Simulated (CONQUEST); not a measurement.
The system is AlN.

```xyz
8
Lattice="3.1130 0.0000 0.0000 0.0000 4.9810 0.0000 0.0000 0.0000 5.3919" Properties=species:S:1:pos:R:3 pbc="T T T"
Al    0.0157    2.4991    1.7925
Al    1.5722    2.4991    4.4884
Al    0.0231    4.9505    3.5745
Al    1.5796    4.9505    0.8786
N     1.5442    4.3273    4.4231
N     3.1007    4.3273    1.7272
N     1.5555    1.8684    0.8813
N     3.1120    1.8684    3.5772
```

The cell isn't the ideal one: atoms moved at random, drawn with an rms of 0.05 Å.

Program: CONQUEST 1.3. Alike in all runs: task single point; level PBE; no spin polarisation; cell atoms moved at random, drawn with an rms of 0.05 Å; k mesh 7 × 5 × 4; smearing fermi-dirac 0.05 eV.

**Question.** Order these runs on this cell by their band gap on the k mesh, lowest first.
A. potentials or basis PseudoDojo NC PBE, DZ, grid cutoff 150 Ha
B. potentials or basis PseudoDojo NC PBE, SZP, grid cutoff 150 Ha
C. potentials or basis PseudoDojo NC PBE, SZ, grid cutoff 150 Ha
D. potentials or basis PseudoDojo NC PBE, DZP, grid cutoff 150 Ha

**Answer.** C (4.00 eV), A (4.20 eV), D (4.43 eV), B (4.90 eV).

Caveats: the basis of atomic orbitals isn't converged, which shifts pressures, moduli and gaps; the atomic basis is small (some runs); the box holds several primitive cells, so bands are folded and the points are those of the box's own zone (some runs); an odd mesh through Γ misses points on the zone boundary, where band edges often lie (some runs).
